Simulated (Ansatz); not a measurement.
# CdSe (F-43m) in Ansatz: further runs

Runs on CdSe. Level: r2SCAN+rVV10. Tasks: single point, equation of state.

All numbers are computed with Ansatz 0.2.0; they aren't measurements. Logs are shortened: lines on timing, memory, paths and dates and some standing lists are left out, and cuts for length are marked.

### Step 1. Starting point

Symmetry: F-43m, No. 216, cubic system. The conventional cell has a = 6.141 Å, b = 6.141 Å, c = 6.141 Å, α = 90.00°, β = 90.00°, γ = 90.00°. Around Cd (site symmetry -43m) lie 4 Se at 2.66 Å. Se (site symmetry -43m) has 4 Cd at 2.66 Å as nearest neighbours.

Measurements of this composition are mostly on another form, of space group No. 186.

### Step 2. Single point, r2SCAN+rVV10, 27.21 Å³/atom (volume scaled by 0.94)

input.yaml

```yaml
crystal:
  lattice:
    - [0.0, 3.0075950161, 3.0075950161]
    - [3.0075950161, 0.0, 3.0075950161]
    - [3.0075950161, 3.0075950161, 0.0]
  atoms:
    - { symbol: Cd, position: [0.0, 0.0, 0.0] }
    - { symbol: Se, position: [0.25, 0.25, 0.25] }
hamiltonian:
  xc: r2scan
  pseudopotentials: { kind: paw }
  dispersion: rvv10
kpoints:
  mp_grid: { grid: [8, 8, 8] }
scf:
  occupations: { method: fermi_dirac, width: 0.05 }
output:
  forces: true
  stress: true
  eigenvalues: true
```

Potentials or basis: Ansatz PAW.

Command:

```console
$ ansatz run input.yaml --threads 2 --pin off --max-ram 5120MiB --backend cpu --events-out ev --progress --plain --runs-dir out
```

Log:

```text
Warning: RAYON_NUM_THREADS=2 ignored (pool sized by the plan → 2); use --threads N
Engine: ansatz 0.2.0, x86_64-unknown-linux-gnu
Pseudopotentials: kind: paw
Pseudopotential: Cd, paw, valence charge 20, recommended cutoff 500 eV (meta_gga), Cd.paw.azcp
Pseudopotential: Se, paw, valence charge 16, recommended cutoff 500 eV (meta_gga), Se.paw.azcp
Functional definition: r2SCAN+rVV10
  parameter k0 = 0.174
  parameter k1 = 0.065
  parameter a1 = 4.9479
  exchange = r2scan_x(k0 = k0, k1 = k1, a1 = a1)
  correlation = r2scan_c + rvv10(11.95, 0.0093)
Crystal: 2 atoms, lattice volume = 54.411 Å³
Basis set: ecut = 500 eV, 1411 PW (Γ), exchange–correlation on 144×144×144 points (64 copies of the dense FFT grid, shifted against one another)
Bands: 22, of which v1, the nominal top of the filled ones, is band 18 counted from 1 (17 counted from 0)
Symmetry: 24 space group operations
Space group: F-43m (ITA 216), of the structure as read, at distance tolerance 3.8e-5 Å
k-points: 29 of 512 (time reversal used)
Non-local potential: Cd, projectors of the file, l = 0: 3, l = 1: 2, l = 2: 2, l = 3: 1
Non-local potential: Se, projectors of the file, l = 0: 2, l = 1: 2, l = 2: 3, l = 3: 1
PAW form: soft (Blöchl's): semilocal exchange-correlation on the pseudo side does not see the compensation charge
rVV10 density: all electrons in the spheres
PAW frozen core: Cd, regenerated for the run's functional (the file was generated under x = pbe(κ = 0.804, μ = 0.2195149727645171), c = pbe(β = 0.06672455060314922))
PAW frozen core: Se, regenerated for the run's functional (the file was generated under x = pbe(κ = 0.804, μ = 0.2195149727645171), c = pbe(β = 0.06672455060314922))
PAW one-centre angular grid: Cd, 590 points (default); XC on 160 Gauss nodes
PAW one-centre angular grid: Se, 590 points (default); XC on 160 Gauss nodes
Initial density: superposition of atomic densities (neutral atoms: chi_scale 0, normalization atom), corrected by the library's trained network
Initial wavefunctions: pseudopotential atomic-orbital guess
Functional: x = r2scan, c = r2scan + rvv10(b = 11.95, C = 0.0093); τ floored in thin density (d = 2e-4 eV/Å³)
SCF iter   1: F=—  HF=-13744.596806 eV  |F-HF|=—  |Δ(HF+E_count)|=         —  Δρ=4.86e-3  dr2=6.27e-3  dr2_τ=1.55e-2  ethr=1.77e-3  ⟨swp⟩=5.9  Hψ=2776  notcnv=0
preconditioner: auto → none  [insulator: Δε(μ)=1.101 eV  Ē_g=12.944 eV  σ=0.050 eV  W_gap=1.00  n_scr=14 (ndim 8)  ℏωp=21.4 eV  f_vac=0.191  D(μ)=0.00/eV (n_scr^D=0)  ε∞_Penn≈3.7]
SCF iter   2: F=—  HF=-13744.609022 eV  |F-HF|=—  |Δ(HF+E_count)|=   1.22e-2  Δρ=2.50e-3  dr2=1.34e-3  dr2_τ=3.58e-4  ethr=1.74e-5  ⟨swp⟩=2.0  Hψ=1392  notcnv=0
SCF iter   3: F=—  HF=-13744.610047 eV  |F-HF|=—  |Δ(HF+E_count)|=   1.03e-3  Δρ=6.88e-4  dr2=1.51e-4  dr2_τ=1.47e-5  ethr=3.71e-6  ⟨swp⟩=2.9  Hψ=1157  notcnv=0
SCF iter   4: F=—  HF=-13744.610087 eV  |F-HF|=—  |Δ(HF+E_count)|=   4.00e-5  Δρ=6.14e-5  dr2=9.75e-7  dr2_τ=1.11e-7  ethr=4.18e-7  ⟨swp⟩=2.0  Hψ=1160  notcnv=0
SCF iter   5: F=—  HF=-13744.610077 eV  |F-HF|=—  |Δ(HF+E_count)|=   1.03e-5  Δρ=2.26e-5  dr2=1.15e-7  dr2_τ=1.45e-8  ethr=2.71e-9  ⟨swp⟩=2.1  Hψ=1133  notcnv=0
SCF iter   6: F=-13744.610077 eV  HF=-13744.610077 eV  |F-HF|=3.97e-8  |Δ(HF+E_count)|=   1.42e-7  Δρ=7.89e-6  dr2=5.02e-8  dr2_τ=2.80e-9  ethr=2.78e-10  ⟨swp⟩=5.0  Hψ=2804  notcnv=0
SCF 1 converged in 6 iterations: F = -13744.610077 eV  dr2 = 5.02e-8
SCF converged after 6 iterations
Free energy (F): -13744.610077 eV
Harris-Foulkes:  -13744.610077 eV  (|F-HF|=3.97e-8)
Internal energy: -13744.610077 eV  (E = F + TS)
E sigma→0 (E₀):  -13744.610077 eV
Entropy (-TS):   -0.000000 eV (-0.000 meV/atom)
Fermi energy:    8.247735 eV
--- Per-component energies (eV) ---
  E_band       = -913.817508
  E_kinetic    = 625.260384
  E_local      = -6299.276769  (includes V_loc(G=0)·N_el)
  E_nonlocal   = -560.975943
  E_hartree    = 3002.071462
  E_xc         = -264.063683
  E_vxc        = -351.569999  (∫ρ·V_xc dr)
  E_paw        = -6030.978819  (= ΣΔE_a)
  E_vpaw       = -353.937716  (= ΣTr[D̂ρ^β])
  E_aug_tail   = -0.000206  (compensation charges beyond the density's cutoff)
  E_vtau       = 22.534631  (kinetic-family band-sum trace: ∫τ·v_τ [+ j·A + Jᵃ·Aᵃ] dr)
  E_ewald      = -4214.316962
  E_core_change = -2.329541  (= ΣΔE_core)
  E_smearing   = -0.000000  (= −TS)
  E_closure    = -0.000000  (closes the sum)
  Σ components = -13744.610077   (vs F -13744.610077, Δ=0.00e0)
--- Forces (eV/Å), atoms counted from 1 ---
  atom   1  Cd     0.00000000     0.00000000    -0.00000000
  atom   2  Se    -0.00000000     0.00000000    -0.00000000
  max |Σ_I F_I| component: 6.48e-17 eV/Å
--- Stress (GPa, compression-positive) ---
        2.539211      -0.000000       0.000000
        0.000000       2.539211       0.000000
       -0.000000       0.000000       2.539211
  P = ⅓ Tr σ = 2.5392 GPa (25.392 kbar)
--- Band table (eV; the first three rows and the last of 29) ---
  k-point 0: bands = ["-96.8028", "-56.9627", "-56.9627", "-56.9627", "-39.7810", "-39.7810", "-39.7810", "-39.7757", "-39.7757", "-5.5607", "-0.6490", "-0.6490", "-0.6490", "-0.2115", "-0.2115", "7.6537", "7.6537", "7.6537", "8.7683", "14.1179", "14.1179", "14.1179"]
  k-point 1: bands = ["-96.8028", "-56.9628", "-56.9627", "-56.9627", "-39.7810", "-39.7809", "-39.7809", "-39.7757", "-39.7757", "-5.5008", "-0.6293", "-0.6293", "-0.5957", "-0.2124", "-0.2124", "6.4912", "7.5190", "7.5190", "9.7036", "13.8624", "14.3348", "14.3348"]
  k-point 2: bands = ["-96.8028", "-56.9629", "-56.9627", "-56.9627", "-39.7810", "-39.7809", "-39.7809", "-39.7757", "-39.7757", "-5.3543", "-0.5858", "-0.5858", "-0.4122", "-0.2090", "-0.2090", "4.9184", "7.2209", "7.2209", "10.4453", "14.0658", "14.6485", "14.6485"]
  k-point 28: bands = ["-96.8028", "-56.9630", "-56.9629", "-56.9629", "-39.7811", "-39.7810", "-39.7809", "-39.7757", "-39.7756", "-5.0145", "-0.4358", "-0.4219", "-0.2506", "-0.2083", "0.3399", "3.5105", "5.2357", "5.2549", "13.0958", "13.3331", "14.7437", "15.6106"]
```

Wall time 3.2 s (2 threads of Intel Xeon 6975P-C (Granite Rapids), shared host); peak memory 0.59 GiB.

Results:

- Free energy: -13744.6101 eV
- Pressure: 2.5 GPa
- Band gap on the k mesh: 1.11 eV, direct

Caveat: the PAW data sets come from PBE, with cores solved anew for the run's functional, which leaves a small shift of forces and pressure.

### Step 3. Single point, r2SCAN+rVV10, 27.78 Å³/atom (volume scaled by 0.96)

input.yaml, as its differences from that of step 2:

```diff
@@ -2,5 +2,5 @@
   lattice:
-    - [0.0, 3.0075950161, 3.0075950161]
-    - [3.0075950161, 0.0, 3.0075950161]
-    - [3.0075950161, 3.0075950161, 0.0]
+    - [0.0, 3.0287759606, 3.0287759606]
+    - [3.0287759606, 0.0, 3.0287759606]
+    - [3.0287759606, 3.0287759606, 0.0]
   atoms:
```

Potentials or basis: Ansatz PAW.

Command:

```console
$ ansatz run input.yaml --threads 2 --pin off --max-ram 5120MiB --backend cpu --events-out ev --progress --plain --runs-dir out
```

Wall time 3.3 s (2 threads of Intel Xeon 6975P-C (Granite Rapids), shared host); peak memory 0.6 GiB.

Results (log left out):

* Free energy: -13744.6236 eV
* Pressure: 1.2 GPa
* Band gap on the k mesh: 1.07 eV, direct

Caveat: the PAW data sets come from PBE, with cores solved anew for the run's functional, which leaves a small shift of forces and pressure.

### Step 4. Single point, r2SCAN+rVV10, 28.36 Å³/atom (volume scaled by 0.98)

input.yaml, as its differences from that of step 3:

```diff
@@ -2,5 +2,5 @@
   lattice:
-    - [0.0, 3.0287759606, 3.0287759606]
-    - [3.0287759606, 0.0, 3.0287759606]
-    - [3.0287759606, 3.0287759606, 0.0]
+    - [0.0, 3.0496647307, 3.0496647307]
+    - [3.0496647307, 0.0, 3.0496647307]
+    - [3.0496647307, 3.0496647307, 0.0]
   atoms:
@@ -20 +20,5 @@
   eigenvalues: true
+  write_density: true
+  write_potential: true
+  elf: true
+  volumetric_format: npy
```

Command:

```console
$ ansatz run input.yaml --threads 2 --pin off --max-ram 5120MiB --backend cpu --events-out ev --progress --plain --runs-dir out
```

Wall time 4.2 s (2 threads of Intel Xeon 6975P-C (Granite Rapids), shared host); peak memory 0.61 GiB.

It converged, with:

```
Free energy            : -13744.6281 eV
Pressure               : 0.0 GPa
Band gap on the k mesh : 1.02 eV, direct
```

Caveat: the PAW data sets come from PBE, with cores solved anew for the run's functional, which leaves a small shift of forces and pressure.

### Step 5. Single point, r2SCAN+rVV10, 28.94 Å³/atom

input.yaml

```yaml
crystal:
  lattice:
    - [0.0, 3.0702711986, 3.0702711986]
    - [3.0702711986, 0.0, 3.0702711986]
    - [3.0702711986, 3.0702711986, 0.0]
  atoms:
    - { symbol: Cd, position: [0.0, 0.0, 0.0] }
    - { symbol: Se, position: [0.25, 0.25, 0.25] }
hamiltonian:
  xc: r2scan
  pseudopotentials: { kind: paw }
  dispersion: rvv10
kpoints:
  mp_grid: { grid: [8, 8, 8] }
scf:
  occupations: { method: fermi_dirac, width: 0.05 }
output:
  forces: true
  stress: true
  eigenvalues: true
```

Command:

```console
$ ansatz run input.yaml --threads 2 --pin off --max-ram 5120MiB --backend cpu --events-out ev --progress --plain --runs-dir out
```

Wall time 3.7 s (2 threads of Intel Xeon 6975P-C (Granite Rapids), shared host); peak memory 0.59 GiB.

The run converged. Its results:

```yaml
Free_energy: -13744.6246 eV
Pressure: -1.0 GPa
Band_gap_on_the_k_mesh: 0.98 eV, direct
```

Caveat: the PAW data sets come from PBE, with cores solved anew for the run's functional, which leaves a small shift of forces and pressure.

### Step 6. Single point, r2SCAN+rVV10, 29.52 Å³/atom (volume scaled by 1.02)

input.yaml, as its differences from that of step 5:

```diff
@@ -2,5 +2,5 @@
   lattice:
-    - [0.0, 3.0702711986, 3.0702711986]
-    - [3.0702711986, 0.0, 3.0702711986]
-    - [3.0702711986, 3.0702711986, 0.0]
+    - [0.0, 3.090604713, 3.090604713]
+    - [3.090604713, 0.0, 3.090604713]
+    - [3.090604713, 3.090604713, 0.0]
   atoms:
```

Potentials or basis: Ansatz PAW.

Command:

```console
$ ansatz run input.yaml --threads 2 --pin off --max-ram 5120MiB --backend cpu --events-out ev --progress --plain --runs-dir out
```

Run time: 3.4 s. Hardware: 2 threads of Intel Xeon 6975P-C (Granite Rapids), shared host; peak memory 0.6 GiB.

The run converged. Its results:

```yaml
Free_energy: -13744.6139 eV
Pressure: -1.9 GPa
Band_gap_on_the_k_mesh: 0.94 eV, direct
```

Caveat: the PAW data sets come from PBE, with cores solved anew for the run's functional, which leaves a small shift of forces and pressure.

### Step 7. Single point, r2SCAN+rVV10, 30.10 Å³/atom (volume scaled by 1.04)

input.yaml, as its differences from that of step 6:

```diff
@@ -2,5 +2,5 @@
   lattice:
-    - [0.0, 3.090604713, 3.090604713]
-    - [3.090604713, 0.0, 3.090604713]
-    - [3.090604713, 3.090604713, 0.0]
+    - [0.0, 3.1106741371, 3.1106741371]
+    - [3.1106741371, 0.0, 3.1106741371]
+    - [3.1106741371, 3.1106741371, 0.0]
   atoms:
```

Command:

```console
$ ansatz run input.yaml --threads 2 --pin off --max-ram 5120MiB --backend cpu --events-out ev --progress --plain --runs-dir out
```

It took 3.6 s on 2 threads of Intel Xeon 6975P-C (Granite Rapids), shared host; peak memory 0.6 GiB.

Results (log left out):

```yaml
Free_energy: -13744.5969 eV
Pressure: -2.8 GPa
Band_gap_on_the_k_mesh: 0.89 eV, direct
```

Caveat: the PAW data sets come from PBE, with cores solved anew for the run's functional, which leaves a small shift of forces and pressure.

### Step 8. Single point, r2SCAN+rVV10, 30.68 Å³/atom (volume scaled by 1.06)

input.yaml, as its differences from that of step 7:

```diff
@@ -2,5 +2,5 @@
   lattice:
-    - [0.0, 3.1106741371, 3.1106741371]
-    - [3.1106741371, 0.0, 3.1106741371]
-    - [3.1106741371, 3.1106741371, 0.0]
+    - [0.0, 3.1304878824, 3.1304878824]
+    - [3.1304878824, 0.0, 3.1304878824]
+    - [3.1304878824, 3.1304878824, 0.0]
   atoms:
@@ -20 +20,5 @@
   eigenvalues: true
+  write_density: true
+  write_potential: true
+  elf: true
+  volumetric_format: npy
```

Command:

```console
$ ansatz run input.yaml --threads 2 --pin off --max-ram 5120MiB --backend cpu --events-out ev --progress --plain --runs-dir out
```

Wall time 5.3 s (2 threads of Intel Xeon 6975P-C (Granite Rapids), shared host); peak memory 0.69 GiB.

Results (log left out):

```
Free energy            : -13744.5741 eV
Pressure               : -3.5 GPa
Band gap on the k mesh : 0.85 eV, direct
```

Caveat: the PAW data sets come from PBE, with cores solved anew for the run's functional, which leaves a small shift of forces and pressure.

### Step 9. Equation of state, r2SCAN+rVV10

Potentials or basis: Ansatz PAW.

No new run: the results of the series are fitted here.

What came out:

```yaml
Equilibrium_volume: 28.39 Å³/atom
Bulk_modulus: 54 GPa
Pressure_derivative_of_the_bulk_modulus: 4.6
```

Energy against volume, from the lowest point:
```
volume (Å³/atom)  energy (meV/atom)
          27.206               9.01
          27.784               2.25
          28.363               0.00
          28.942               1.75
          29.521               7.08
          30.100              15.62
          30.679              27.00
```

Caveat: the PAW data sets were made with another functional, which shifts forces and pressure a little.
